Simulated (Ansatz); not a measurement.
Strain response of ZnS

Computed with DFT PBE, scalar-relativistic, plane waves, PAW (Ansatz 0.2.0). Settings: 420 eV cutoff, 8×8×6 k-mesh, Gaussian smearing of 0.02 eV, no spin polarisation.

The relaxed crystal:

```yaml
crystal:
  lattice:
    - [2.72115, 2.72115, 0.00000]
    - [-2.72115, 2.72115, 0.00000]
    - [0.00000, 0.00000, 5.44231]
  atoms:
    - { symbol: Zn, position: [0.00000, 0.00000, 0.00000] }
    - { symbol: Zn, position: [0.50000, 0.50000, 0.50000] }
    - { symbol: S, position: [0.50000, 0.00000, 0.75000] }
    - { symbol: S, position: [0.00000, 0.50000, 0.25000] }
```

Deformation: uniaxial strain along a, with the lengths of b and c and the atoms relaxed and the angles held, all within the symmetry that the strain leaves. Energies are extrapolated to zero smearing. Gaps are Kohn–Sham gaps over the whole zone.

```tsv
strain (%)	ΔE (meV/atom)	a (Å)	b (Å)	c (Å)	gap (eV)
-3.0	5.4	3.733	3.848	5.538	1.93
-2.0	2.4	3.771	3.847	5.508	1.97
-1.0	0.6	3.810	3.849	5.476	1.99
+0.0	0.0	3.848	3.848	5.442	2.02
+1.0	0.5	3.887	3.850	5.412	1.97
+2.0	2.1	3.925	3.851	5.380	1.93
+3.0	4.8	3.964	3.853	5.347	1.88
```

Question: What stiffness (1/V) d²E/dε² at zero strain does a cubic fit over all points give?

Answer: A cubic fit gives (1/V) d²E/dε² = 90 GPa at zero strain (Young's modulus along this axis, angles held).

Question: How does the free axis b answer a small strain?

Answer: Between the innermost points its strain is 0.02 times the applied one.

Question: How fast does the gap move with strain on either side?

Answer: 26 meV per percent on the compressed side and -46 meV per percent on the stretched side.